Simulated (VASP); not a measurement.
# Zn (P6_3/mmc) in VASP: elastic constants with LDA

Aim: the elastic constants of Zn with LDA.

All numbers are computed with VASP 6.6.1; they aren't measurements. Logs are shortened: lines on timing, memory, paths and dates and some standing lists are left out, and cuts for length are marked.

## (1) Starting point

It takes space group P6_3/mmc (No. 194, hexagonal). The conventional cell has a = 2.614 Å, b = 2.614 Å, c = 4.873 Å, α = 90.00°, β = 90.00°, γ = 120.00°. Around Zn (site symmetry -6m2) lie 12 Zn at 2.61 to 2.87 Å.

## (2) Elastic constants, LDA

POSCAR reads:

```
Zn
1.0
    2.6143598000      0.0000000000      0.0000000000
   -1.3071799000      2.2641020000      0.0000000000
    0.0000000000      0.0000000000      4.8731610200
Zn
2
Direct
    0.3333333300      0.6666666700      0.2500000000
    0.6666666700      0.3333333300      0.7500000000
```

INCAR.step1 reads:

```
PREC = Accurate
ENCUT = 600
EDIFF = 1E-8
ISMEAR = 0
SIGMA = 0.1
LREAL = False
LASPH = True
NELM = 80
ALGO = Fast
ISIF = 3
LWAVE = False
LCHARG = False
GGA = CA
IBRION = 2
NSW = 40
EDIFFG = -0.002
```

INCAR.step2 reads:

```
PREC = Accurate
ENCUT = 600
EDIFF = 1E-8
ISMEAR = 0
SIGMA = 0.1
LREAL = False
LASPH = True
NELM = 80
ALGO = Fast
ISIF = 3
LWAVE = False
LCHARG = False
GGA = CA
IBRION = 6
NFREE = 2
POTIM = 0.015
NSW = 1
```

KPOINTS reads:

```
Automatic mesh
0
Gamma
  9 9 4
```

Potentials or basis: VASP PAW LDA potentials, release 64 (Zn).

Launch:

```sh
$ cat potpaw_LDA.64/Zn/POTCAR > POTCAR
$ cp INCAR.step1 INCAR
$ mpirun -np 1 vasp_std > vasp.out
$ cp CONTCAR POSCAR
$ cp INCAR.step2 INCAR
$ mpirun -np 1 vasp_std > vasp.out
```

OUTCAR:

```text
PREC = Accurate
   ENCUT = 600
   EDIFF = 1E-8
   ISMEAR = 0
   LREAL = False
   LASPH = True
   NELM = 80
   ISIF = 3
   GGA = CA
   IBRION = 6
   NFREE = 2
   POTIM = 0.015
   NSW = 1

 ion  position               nearest neighbor table
   1  0.333  0.667  0.250-   2 2.76   2 2.76   2 2.76   2 2.76   2 2.76   2 2.76
   2  0.667  0.333  0.750-   1 2.76   1 2.76   1 2.76   1 2.76   1 2.76   1 2.76

  LATTYP: Found a hexagonal cell.
 ALAT       =     2.5989642702
 C/A-ratio  =     1.7787997678

  Lattice vectors:

 A1 = (   2.5989642702,   0.0000000000,   0.0000000000)
 A2 = (  -1.2994821351,   2.2507690801,   0.0000000000)
 A3 = (   0.0000000000,   0.0000000000,   4.6230370404)

Analysis of symmetry for initial positions (statically):
=====================================================================
 Subroutine PRICEL returns:
 Original cell was already a primitive cell.

 Routine SETGRP: Setting up the symmetry group for a
 hexagonal supercell.

 Subroutine GETGRP returns: Found 24 space group operations
 (whereof 12 operations were pure point group operations)
 out of a pool of 24 trial point group operations.

The static configuration has the point symmetry D_3d.
 The point group associated with its full space group is D_6h.

Analysis of symmetry for dynamics (positions and initial velocities):
=====================================================================
 Subroutine PRICEL returns:
 Original cell was already a primitive cell.

 Routine SETGRP: Setting up the symmetry group for a
 hexagonal supercell.

 Subroutine GETGRP returns: Found 24 space group operations
 (whereof 12 operations were pure point group operations)
 out of a pool of 24 trial point group operations.

The dynamic configuration has the point symmetry D_3d.
 The point group associated with its full space group is D_6h.

 Subroutine INISYM returns: Found 24 space group operations
 (whereof 12 operations are pure point group operations),
 and found     1 'primitive' translations

----------------------------------------------------------------------------------------

                                     Primitive cell

  volume of cell :      27.0432

  direct lattice vectors                    reciprocal lattice vectors
     2.598964270  0.000000000  0.000000000     0.384768660  0.222146290  0.000000000
    -1.299482135  2.250769080  0.000000000     0.000000000  0.444292579  0.000000000
     0.000000000  0.000000000  4.623037040     0.000000000  0.000000000  0.216308022

  length of vectors
     2.598964270  2.598964269  4.623037040     0.444292579  0.444292579  0.216308022

  position of ions in fractional coordinates (direct lattice)
     0.333333330  0.666666670  0.250000000
     0.666666670  0.333333330  0.750000000

  ion indices of the primitive-cell ions
   primitive index   ion index
                 1           1
                 2           2

----------------------------------------------------------------------------------------

 KPOINTS: Automatic mesh

Automatic generation of k-mesh.
 Grid dimensions read from file:
 generate k-points for:    9    9    4

 Generating k-lattice:

  Cartesian coordinates                     Fractional coordinates (reciprocal lattice)
     0.042752073  0.024682921  0.000000000     0.111111111  0.000000000  0.000000000
     0.000000000  0.049365842  0.000000000     0.000000000  0.111111111  0.000000000
     0.000000000  0.000000000  0.054077006     0.000000000  0.000000000  0.250000000

  Length of vectors
     0.049365842  0.049365842  0.054077006

  Shift w.r.t. Gamma in fractional coordinates (k-lattice)
     0.000000000  0.000000000  0.000000000

 Subroutine IBZKPT returns following result:
 ===========================================

 Found     36 irreducible k-points:

[... 63 lines left out ...]
   IMIX   =      4    mixing-type and parameters
     AMIX     =   0.40;   BMIX     =  1.00
     AMIX_MAG =   1.60;   BMIX_MAG =  1.00
  volume/ion in A,a.u.               =      13.52        91.25
  Fermi-wavevector in a.u.,A,eV,Ry     =   1.573231  2.972975 33.675159  2.475054
  Thomas-Fermi vector in A             =   2.674546
   LORBIT       =      0    0 simple, 1 ext, 2 COOP (PROOUT), +10 PAW based schemes
   GGA     = CA    functional components
   LHFCALC =     F    Hartree Fock is set to
   AEXX    =    0.0000 exact exchange contribution
   IVDW    =     0    specifies the selected vdW correction
   LEPSILON=     F    determine dielectric tensor
   LRPA    =     F    only Hartree local field effects (RPA)
 finite differences with symmetry
 non-spin polarized calculation
 RMM-DIIS sequential band-by-band and
 Gauss-broadening in eV      SIGMA  =   0.10
  energy-cutoff  :      600.00
  volume of cell :       27.04
 maximum number of plane-waves:       910
 NGX is ok and might be reduce to    24
   NGX = 11   NGY = 11   NGZ = 19

--------------------------------------- Ionic step        1  -------------------------------------------

 number of electron      24.0000017 magnetization

 Free energy of the ion-electron system (eV)
  ---------------------------------------------------
  ext. energy  EPLUGINS =         0.00000000
  ---------------------------------------------------
  free energy    TOTEN  =        -3.72465888 eV

  energy without entropy =       -3.71965197  energy(sigma->0) =       -3.72215543

------------------------ aborting loop because EDIFF is reached ----------------------------------------

  FORCE on cell =-STRESS in cart. coord.  units (eV):
  Direction    XX          YY          ZZ          XY          YZ          ZX
  --------------------------------------------------------------------------------------
  -------------------------------------------------------------------------------------
  Total        0.0005735      0.0005735     -0.0014042      0.0000000     -0.0000000      0.0000000
  in kB        0.0339789      0.0339789     -0.0831938      0.0000000     -0.0000000      0.0000000
  external PRESSURE =      -0.0050787 kB  Pullay stress =       0.0000000 kB
[... 89 lines left out ...]
  FREE ENERGIE OF THE ION-ELECTRON SYSTEM (eV)
  ---------------------------------------------------
  free  energy   TOTEN  =        -3.7230877428 eV

  energy  without entropy=       -3.7200682105  energy(sigma->0) =       -3.72157798

[... ionic steps 4 to 14 ...]

--------------------------------------- Ionic step       15  -------------------------------------------

 number of electron      24.0000011 magnetization

------------------------ aborting loop because EDIFF is reached ----------------------------------------
[... 67 lines left out ...]
--------------------------------------- Ionic step       17  -------------------------------------------

 number of electron      24.0000014 magnetization

 Free energy of the ion-electron system (eV)
  ---------------------------------------------------
  ext. energy  EPLUGINS =         0.00000000
  ---------------------------------------------------
  free energy    TOTEN  =        -3.72422801 eV

  energy without entropy =       -3.71921683  energy(sigma->0) =       -3.72172242

 E-fermi :   3.8741     XC(G=0): -12.5328

 val. band max:        3.8667526966   @ k =   0.3333   0.2222   0.0000
 cond. band min:       4.1049781708   @ k =   0.3333   0.3333   0.2500
 fundamental gap:      0.2382254741
 Fermi energy:         3.8740863984

 k-point     1 :       0.0000    0.0000    0.0000
  band No.  band energies     occupation
      1      -7.5950      2.00000
      2      -5.3839      2.00000
      3      -4.5080      2.00000
      4      -4.2952      2.00000
      5      -4.2952      2.00000
      6      -4.2182      2.00000
[... 433 lines left out ...]
      3      -4.6313      2.00000
      4      -4.4408      2.00000
      5      -4.2964      2.00000
      6      -4.2963      2.00000
[... 8 lines left out ...]
     15       7.6259      0.00000
     16       7.6503      0.00000

 [... further k-points ...]

------------------------ aborting loop because EDIFF is reached ----------------------------------------

  FORCE on cell =-STRESS in cart. coord.  units (eV):
  Direction    XX          YY          ZZ          XY          YZ          ZX
  --------------------------------------------------------------------------------------
  -------------------------------------------------------------------------------------
  Total        0.0028976      0.0028976      0.0015580      0.0000000      0.0000000      0.0000000
  in kB        0.1716675      0.1716675      0.0923022      0.0000000      0.0000000      0.0000000
  external PRESSURE =       0.1452124 kB  Pullay stress =       0.0000000 kB
[... 17 lines left out ...]
  FREE ENERGIE OF THE ION-ELECTRON SYSTEM (eV)
  ---------------------------------------------------
  free  energy   TOTEN  =        -3.7242280150 eV

  energy  without entropy=       -3.7192168263  energy(sigma->0) =       -3.72172242

 INTERNAL STRAIN TENSORS FROM STRAINED CELLS
 ============================================

 INTERNAL STRAIN TENSOR FOR ION    1 for displacements in x,y,z  (eV/Angst):
          X           Y           Z          XY          YZ          ZX
  --------------------------------------------------------------------------------
  x     0.00000    -0.00000     0.00000    -0.06464     0.00000     0.00000
  y    -0.07642     0.02445    -0.00000    -0.00003     0.00002     0.00002
  z    -0.00000     0.00000     0.00000    -0.00000     0.01100    -0.00000

 INTERNAL STRAIN TENSORS FROM DISPLACED ATOMS
 ============================================

 INTERNAL STRAIN TENSOR FOR ION    1 for displacements in x,y,z  (eV/Angst):
          X           Y           Z          XY          YZ          ZX
  --------------------------------------------------------------------------------
  x     0.00000     0.00000     0.00000    -0.14828     0.00000     0.00000
  y    -0.14828     0.14828     0.00000     0.00000     0.00000     0.00000
  z     0.00000     0.00000    -0.00000     0.00000    -0.00000     0.00000

 INTERNAL STRAIN TENSOR FOR ION    2 for displacements in x,y,z  (eV/Angst):
          X           Y           Z          XY          YZ          ZX
  --------------------------------------------------------------------------------
  x     0.00000     0.00000     0.00000     0.14828     0.00000     0.00000
  y     0.14828    -0.14828     0.00000     0.00000     0.00000     0.00000
  z    -0.00000    -0.00000     0.00000     0.00000     0.00000     0.00000

 Eigenvectors and eigenvalues of the dynamical matrix
 ----------------------------------------------------

   1 f  =    5.334845 THz    33.519821 2PiTHz  177.951279 cm-1    22.063137 meV
             X         Y         Z           dx          dy          dz
     -0.000000  1.500513  1.155759     0.000000   -0.000000    0.707107
      1.299482  0.750256  3.467278     0.000000   -0.000000   -0.707107
[... 16 lines left out ...]
   5 f  =    0.000000 THz     0.000000 2PiTHz    0.000000 cm-1     0.000000 meV
             X         Y         Z           dx          dy          dz
     -0.000000  1.500513  1.155759     0.065462    0.257331    0.655359
      1.299482  0.750256  3.467278     0.065462    0.257331    0.655359

   6 f/i=    0.000000 THz     0.000000 2PiTHz    0.000001 cm-1     0.000000 meV
             X         Y         Z           dx          dy          dz
     -0.000000  1.500513  1.155759     0.675068   -0.209903    0.014989
      1.299482  0.750256  3.467278     0.675068   -0.209903    0.014989

--------------------------------------------------------------------------------------------------------

 ELASTIC MODULI CONTR FROM IONIC RELAXATION (kBar)
 Direction    XX          YY          ZZ          XY          YZ          ZX
 --------------------------------------------------------------------------------
 XX          -1.4871      1.4871      0.0000      0.0000      0.0000      0.0000
 YY           1.4871     -1.4871      0.0000     -0.0000      0.0000      0.0000
 ZZ           0.0000      0.0000     -0.0000      0.0000     -0.0000      0.0000
 XY           0.0000     -0.0000      0.0000     -1.4871      0.0000      0.0000
 YZ           0.0000      0.0000     -0.0000      0.0000     -0.0000      0.0000
 ZX           0.0000      0.0000      0.0000      0.0000      0.0000      0.0000
 --------------------------------------------------------------------------------

 TOTAL ELASTIC MODULI (kBar)
 Direction    XX          YY          ZZ          XY          YZ          ZX
 --------------------------------------------------------------------------------
 XX         810.9793   2104.9936    448.0735      0.0000     -0.0000      0.0000
 YY        2104.9936    810.9793    448.0735     -0.0000      0.0000      0.0000
 ZZ         448.0735    448.0735   1912.6552      0.0000      0.0000     -0.0000
 XY           0.0000      0.0000      0.0000   -647.0071      0.0000     -0.0000
 YZ          -0.0000      0.0000      0.0000      0.0000    382.8652      0.0000
 ZX          -0.0000      0.0000     -0.0000      0.0000      0.0000    382.8652
 --------------------------------------------------------------------------------
```

It took 4.1 min on 1 thread of Intel Xeon 6975P-C (Granite Rapids), shared host; peak memory 0.23 GiB.

Results:

```
Relaxed volume                         : 13.52 Å³/atom
Relaxed cell                           : a = 2.599 Å, b = 2.599 Å, c = 4.623 Å, α = 90.00°, β = 90.00°, γ = 120.00°
Space group after relaxing (to 0.05 Å) : P6_3/mmc (No. 194)
Voigt bulk modulus                     : 106 GPa
Highest phonon frequency at Γ          : 178 cm⁻¹
```

The path:
| step | energy change (eV) | largest force (eV/Å) | pressure (GPa) | volume (Å³) |
| --- | --- | --- | --- | --- |
| 1 | 0.0000 | 0.0000 | -5.05 | 28.85 |
| 2 | -0.0248 | 0.0000 | 1.14 | 26.99 |
| 3 | -0.0261 | 0.0000 | -0.03 | 27.30 |
| 4 | -0.0261 | 0.0000 | -0.13 | 27.33 |
| 5 | -0.0285 | 0.0000 | -0.15 | 27.24 |
| 6 | -0.0397 | 0.0000 | 0.51 | 26.99 |
| 7 | -0.0358 | 0.0000 | 2.14 | 26.45 |
| 8 | -0.0388 | 0.0000 | 1.55 | 26.64 |
| 9 | -0.0421 | 0.0000 | 0.93 | 26.81 |
| 10 | -0.0418 | 0.0000 | -0.30 | 27.12 |
| 11 | -0.0426 | 0.0000 | 0.41 | 26.94 |
| 12 | -0.0428 | 0.0000 | -0.09 | 27.07 |
| 13 | -0.0428 | 0.0000 | -0.05 | 27.06 |
| 14 | -0.0428 | 0.0000 | -0.05 | 27.05 |
| 15 | -0.0428 | 0.0000 | -0.03 | 27.05 |
| 16 | -0.0428 | 0.0000 | 0.01 | 27.04 |

Final structure:
```xyz
2
Lattice="2.5990 0.0000 0.0000 -1.2995 2.2508 0.0000 0.0000 0.0000 4.6230" Properties=species:S:1:pos:R:3 pbc="T T T"
Zn    0.0000    1.5005    1.1558
Zn    1.2995    0.7503    3.4673
```

Phonon frequencies in cm⁻¹ (negative: imaginary):
| q point | frequencies |
| --- | --- |
| (0.000, 0.000, 0.000) | 0 0 0 85 85 178 |

Elastic tensor in Voigt notation (GPa, in the Cartesian axes of the cell as first typed):
```
 81 210  45   0   0   0
210  81  45   0   0   0
 45  45 191   0   0   0
  0   0   0  38   0   0
  0   0   0   0  38   0
  0   0   0   0   0 -65
```

Clamped-ion elastic tensor (GPa):
```
 81 210  45   0   0   0
210  81  45   0   0   0
 45  45 191   0   0   0
  0   0   0  38   0   0
  0   0   0   0  38   0
  0   0   0   0   0 -65
```

Caveat: the elastic tensor has a negative eigenvalue, so either the cell is unstable as it stands or the mesh is too thin.
